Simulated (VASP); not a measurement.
# A VASP 6.6.1 single-point calculation on BeTe

INCAR

```
PREC = Accurate
LWAVE = .FALSE.
ALGO = Normal
METAGGA = R2SCAN
LREAL = .FALSE.
EDIFF = 1E-7
NSW = 0
SIGMA = 0.02
ISMEAR = -1
ISIF = 2
LASPH = .TRUE.
NBANDS = 11
LCHARG = .FALSE.
ENCUT = 800
IBRION = -1
NELM = 120
```

KPOINTS

```
KPOINTS created by Atomic Simulation Environment
0
Gamma
8 8 8
0 0 0
```

POSCAR

```
Be Te
 1.0000000000000000
     3.3650594852277229    0.0000000000000000   -0.0000000000000000
    -0.0000000000000000    3.3650594852277229    0.0000000000000000
     0.0000000000000000    0.0000000000000000    3.3650594852277229
 Be  Te
   1   1
Cartesian
 -0.0000000000000000  0.0000000000000000  0.0000000000000000
  1.6825297426138615  1.6825297426138615  1.6825297426138615
```

The recommended PBE PAW datasets give the neutral cell 8 valence electrons.

Command

```
mpirun -np 1 vasp_std
```

OSZICAR

```
N       E                     dE             d eps       ncg     rms          rms(c)
DAV:   1     0.284397975657E+01    0.28440E+01   -0.45120E+03   770   0.878E+02
DAV:   2    -0.277420957280E+02   -0.30586E+02   -0.29399E+02  1009   0.116E+02
DAV:   3    -0.291894330765E+02   -0.14473E+01   -0.14243E+01   994   0.244E+01
DAV:   4    -0.292023015503E+02   -0.12868E-01   -0.12867E-01   895   0.287E+00
DAV:   5    -0.292024597039E+02   -0.15815E-03   -0.15815E-03   939   0.325E-01    0.710E+00
DAV:   6    -0.280438174500E+02    0.11586E+01   -0.11060E-01   830   0.291E+00    0.487E+00
DAV:   7    -0.280557512629E+02   -0.11934E-01   -0.18143E-02   905   0.118E+00    0.121E+00
DAV:   8    -0.280557205790E+02    0.30684E-04   -0.85225E-04   902   0.221E-01    0.190E-01
DAV:   9    -0.280557637143E+02   -0.43135E-04   -0.20228E-04   934   0.947E-02    0.101E-01
DAV:  10    -0.280557710743E+02   -0.73600E-05   -0.34152E-05   878   0.378E-02    0.152E-02
DAV:  11    -0.280557708030E+02    0.27129E-06   -0.22538E-06   999   0.107E-02    0.394E-03
DAV:  12    -0.280557708052E+02   -0.21660E-08   -0.18653E-08   600   0.120E-03
   1 F= -.28055771E+02 E0= -.28054845E+02  d E =-.185096E-02
```

From OUTCAR

```
k-points           NKPTS =     35   k-points in BZ     NKDIM =     35   number of bands    NBANDS=     11

   NELECT =       8.0000    total number of electrons

   dimension x,y,z NGX =    32 NGY =   32 NGZ =   32
   dimension x,y,z NGXF=    64 NGYF=   64 NGZF=   64

  energy-cutoff  :      800.00
  volume of cell :       38.10
      direct lattice vectors                 reciprocal lattice vectors
     3.365059485  0.000000000  0.000000000     0.297171567  0.000000000  0.000000000
     0.000000000  3.365059485  0.000000000     0.000000000  0.297171567  0.000000000
     0.000000000  0.000000000  3.365059485     0.000000000  0.000000000  0.297171567

 k-points in reciprocal lattice and weights: KPOINTS created by Atomic Simulation Env
   0.00000000  0.00000000  0.00000000       0.002
   0.12500000  0.00000000  0.00000000       0.012
   0.25000000  0.00000000  0.00000000       0.012
   0.37500000  0.00000000  0.00000000       0.012
   0.50000000  0.00000000  0.00000000       0.006
   0.12500000  0.12500000  0.00000000       0.023
   0.25000000  0.12500000  0.00000000       0.047
   0.37500000  0.12500000  0.00000000       0.047
   ...

 E-fermi :   7.8831

 k-point     1 :       0.0000    0.0000    0.0000
  band No.  band energies     occupation
      1      -6.8731      2.00000
      2       6.5059      2.00000
      3       6.5059      2.00000
      4       6.5059      2.00000
      5       8.7330      0.00000
      6      12.2371      0.00000
      7      12.2371      0.00000
      8      16.8001      0.00000
      9      16.8001      0.00000
     10      16.8001      0.00000
     11      22.6521      0.00000

 k-point     2 :       0.1250    0.0000    0.0000
  band No.  band energies     occupation
      1      -6.6953      2.00000
      2       4.8102      2.00000
      3       6.7087      2.00000
      4       6.7087      2.00000
      5       9.4317      0.00000
      6      12.4293      0.00000
      7      13.7571      0.00000
      8      16.0786      0.00000
      9      16.0786      0.00000
     10      16.2342      0.00000
     11      22.0943      0.00000

 k-point     3 :       0.2500    0.0000    0.0000
  band No.  band energies     occupation
      1      -6.1935      2.00000
      2       2.4233      2.00000
      3       7.2910      2.00000
      4       7.2910      2.00000
      5      10.0712      0.00000
      6      13.0008      0.00000
      7      14.4327      0.00000
      8      14.4327      0.00000
      9      14.9774      0.00000
     10      17.0681      0.00000
     11      19.5527      0.00000

 k-point     4 :       0.3750    0.0000    0.0000
  band No.  band energies     occupation
      1      -5.5180      2.00000
      2       0.5181      2.00000
      3       8.1245      0.00001
      4       8.1245      0.00001
      5      10.7391      0.00000
      6      12.7402      0.00000
      7      12.7402      0.00000
      8      13.6754      0.00000
      9      13.9154      0.00000
     10      17.4443      0.00000
     11      20.8394      0.00000

 k-point     5 :       0.5000    0.0000    0.0000
  band No.  band energies     occupation
      1      -5.1364      2.00000
      2      -0.2839      2.00000
      3       8.6603      0.00000
      4       8.6603      0.00000
      5      11.1959      0.00000
      6      11.8915      0.00000
      7      11.8915      0.00000
      8      12.9753      0.00000
      9      14.7237      0.00000
     10      16.2370      0.00000
     11      23.5865      0.00000

 ...

  Total       -0.0017638     -0.0017638     -0.0017638      0.0000000      0.0000000     -0.0000000
  in kB       -0.0741632     -0.0741632     -0.0741632      0.0000000      0.0000000     -0.0000000
  external PRESSURE =      -0.0741632 kB  Pullay stress =       0.0000000 kB

 POSITION                                       TOTAL-FORCE (eV/Angst)
 -----------------------------------------------------------------------------------
      0.00000      0.00000      0.00000         0.000000      0.000000      0.000000
      1.68253      1.68253      1.68253         0.000000      0.000000      0.000000
 -----------------------------------------------------------------------------------
    total drift:                                0.000000     -0.000000     -0.000000

  FREE ENERGIE OF THE ION-ELECTRON SYSTEM (eV)
  ---------------------------------------------------
  free  energy   TOTEN  =       -28.0557708052 eV

  energy  without entropy=      -28.0539198442  energy(sigma->0) =      -28.05484532
```

It converged. Results: gap between bands v and c on the k mesh -2.36 eV (bands overlap: a metal); least direct gap on the k mesh 0.06 eV; pressure 0.0 GPa. Band v is the last that the valence electrons fill when counted band by band, and c is the next.

For comparison, a separate r²SCAN run of the intended cell, on usual settings and not on those above, gives a gap of -2.37 eV on its mesh and a pressure of 0.0 GPa.

The run above took about 40 s on one core of a shared host (Intel Xeon Platinum 8488C) and held 0.19 GiB at most.
